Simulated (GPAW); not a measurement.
Au:

```
Au
1.0
     2.90000    0.00000    0.00000
    -1.45000    2.51147    0.00000
     0.00000    0.00000    4.88000
Au
2
Cartesian
  1.4500 0.8372 1.2200
  0.0000 1.6743 3.6600
```

This isn't the form of Au at room conditions, which is fcc.

| Property | Result |
| --- | --- |
| Program | GPAW 26.7.0 |
| Task | relaxation of cell and atoms |
| Functional | PBEsol |
| Dispersion | D3(BJ) |
| Potentials or basis | PAW data sets generated in the run's folder for this functional |
| Cutoff | 600 eV |
| Basis | pw |
| k mesh | 9 × 9 × 5 |
| Occupations | fermi-dirac, width 0.05 eV |
| Spin | no spin polarisation |

At the start: pressure -9.9 GPa; volume 17.77 Å³/atom.

Question: How do energy, volume and symmetry change on relaxing?

Answer: Over 6 steps the energy falls by 34.6 meV/atom and the volume is 16.74 Å³/atom (-5.8 %); space group P6_3/mmc (No. 194, to 0.05 Å).

The path:
```csv
step,energy change (eV),largest force (eV/Å),pressure (GPa),volume (Å³)
1,0.0000,0.0000,-9.90,35.54
2,-0.0424,0.0000,-6.44,34.72
3,-0.0680,0.0000,0.97,33.31
4,-0.0687,0.0000,-0.01,33.48
5,-0.0688,0.0000,-0.09,33.49
6,-0.0692,0.0000,-0.08,33.48
```

Final structure:
```cif
data_structure
_symmetry_space_group_name_H-M 'P 1'
_symmetry_Int_Tables_number 1
_cell_length_a 2.8524
_cell_length_b 2.8524
_cell_length_c 4.7513
_cell_angle_alpha 90.000
_cell_angle_beta 90.000
_cell_angle_gamma 120.000
_cell_volume 33.48
loop_
_atom_site_label
_atom_site_type_symbol
_atom_site_fract_x
_atom_site_fract_y
_atom_site_fract_z
_atom_site_occupancy
Au1 Au 0.66667 0.33333 0.25000 1
Au2 Au 0.33333 0.66667 0.75000 1
```

Caveat: with this Au data set, volumes or pressures lay over 1.5 % or 2 GPa off other programs in two to four cells of ten; later steps reuse the first step's grids; pairwise dispersion overbinds metals, which lowers pressure and volume.
